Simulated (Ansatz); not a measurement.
**NiSb: a prediction, then the measurements**

Theory: DFT PBE, scalar-relativistic, plane waves, PAW in Ansatz.

Cutoff 420 eV; k points 12×12×8 on the computed 4-atom cell (Γ-centred); Gaussian smearing, width 0.10 eV; no spin polarisation.

Relaxed structure, symmetry kept:

Space group P6_3/mmc (No. 194). a = 3.976 Å, b = 3.976 Å, c = 5.157 Å, α = 90.00°, β = 90.00°, γ = 120.00°
| atom | site | symmetry | x | y | z |
| --- | --- | --- | --- | --- | --- |
| Ni | 2a | -3m. | 0.0000 | 0.0000 | 0.0000 |
| Sb | 2c | -6m2 | 0.3333 | 0.6667 | 0.2500 |

```
Space group                                                       : P6_3/mmc (No. 194)
Volume per atom                                                   : 17.65 Å³
Formation energy from the elements' standard states (uncorrected) : -0.260 eV/atom
Kohn–Sham band gap                                                : none (metal)
Density of states at the Fermi level                              : 2.14 states/eV per cell
Löwdin character within 0.5 eV of the Fermi level                 : Ni 3d 51 %, Sb 5p 35 %, Sb 5s 8 %
Bulk modulus                                                      : 113 GPa
Its pressure derivative                                           : 5.0
Bader charges (e)                                                 : Ni (2 in the cell) -0.22, Sb (2 in the cell) 0.22
```

Spin-orbit coupling is left out, which matters for the bands of heavy elements.

A ferromagnetic start lost its moments in a first run, so spin was left out; other magnetic orders weren't tried.

**What was measured.**

A printed reference work, data compilation reports, for a bulk crystal of NiSb at 300 K: lattice constant a 3.942 ± 0.001 Å.

A measured lattice constant a of NiSb is 3.942 Å (300 K; a printed reference work, data compilation); the calculated 3.976 Å misses it by +0.9 %. The calculation is for 0 K without zero-point motion.